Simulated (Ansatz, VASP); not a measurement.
**PtSe2: VASP beside Ansatz**

```
CELL_PARAMETERS angstrom
3.76031 0.00000 0.00000
-1.88015 3.25652 0.00000
0.00000 0.00000 4.86324
ATOMIC_POSITIONS crystal
Pt 0.00000 0.00000 0.00000
Se 0.33333 0.66667 0.26078
Se 0.66667 0.33333 0.73922
```

Alike in both runs: task single point; functional PBEsol; k mesh 9 × 9 × 7; occupations gaussian, width 0.1 eV; no spin polarisation.

|  | VASP | Ansatz |
| --- | --- | --- |
| version | VASP 6.6.1 | Ansatz 0.2.0 |
| potentials or method | VASP PAW PBE potentials, release 64 (Pt, Se) | scalar-relativistic, plane waves, PAW |
| plane-wave cutoff (eV) | 520 | 420 |
| valence electrons in the cell | 22 | 50 |

VASP gave:

| Item | Value |
| --- | --- |
| gap on the k mesh at the Fermi level (eV) | none |
| pressure (GPa) | 0.1 |

Problem. Estimate Ansatz's values.

Solution. gap on the k mesh at the Fermi level (eV): none; pressure (GPa): 0.0.

A gap of «none» marks a metal or a gap that the smearing closes. With one functional, cell and mesh, what is left measures potentials, basis and numerics. The two sets of potentials don't hold the same shells in valence.

Caveats: the PAW data sets were made with another functional, which shifts forces and pressure a little (VASP). The runs have no spin-orbit coupling, so splittings on Pt are missing.
